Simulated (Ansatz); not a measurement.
ZnS: the gap under pressure

ZnS, P6_3mc, a = 3.782 Å, c = 6.207 Å. The compound has several low-lying forms, and this is one of them. Ansatz: PBEsol, PAW, 420 eV, Γ-centred 12×12×6 mesh on 4 atoms, Gaussian smearing 0.02 eV; no spin polarisation. Cell and atoms are relaxed at each pressure, and no other structure is tried; the real crystal is known to change phase within this range, so the rows at high pressure are metastable. The gap is sought over the whole zone. The pressures are the targets, met within 0.02 GPa.

| P (GPa) | gap y (eV) |
| --- | --- |
| -2.0 | ? |
| 0.0 | 2.156 |
| 2.0 | 2.260 |
| 5.0 | 2.400 |
| 10.0 | 2.598 |
| 20.0 | 2.902 |
| 40.0 | 2.572 |

**Question.** Fit y = E0 + αP + βP² to the other rows and predict the missing gap.

**Answer.** Least squares on the rows shown. y = 2.1363 + 0.062384 P − 0.0012838 P². So α = 62.4 meV/GPa, but the rows at 0 and 2 GPa alone give 52 meV/GPa, so the parabola doesn't give the slope at zero pressure. With a term in P³ added, the coefficient of P becomes 0.04796, 23 % less, which shows how far this figure hangs on the form. At P = -2.0 the fit asked for gives 2.006 eV. The run gave 2.038 eV, so the fit is 0.032 eV too low, within twice the rms miss on the fitted rows (0.022 eV). Note that among the fitted rows a band edge sits at another point of the zone at 40 GPa than at zero pressure, so one curve spans more than one gap.

Semilocal functionals give gaps under the measured ones; changes of the gap mostly carry over better.

Cost: 7 runs of about 7 core-minutes in all, on Arm Neoverse V1 (shared hosts).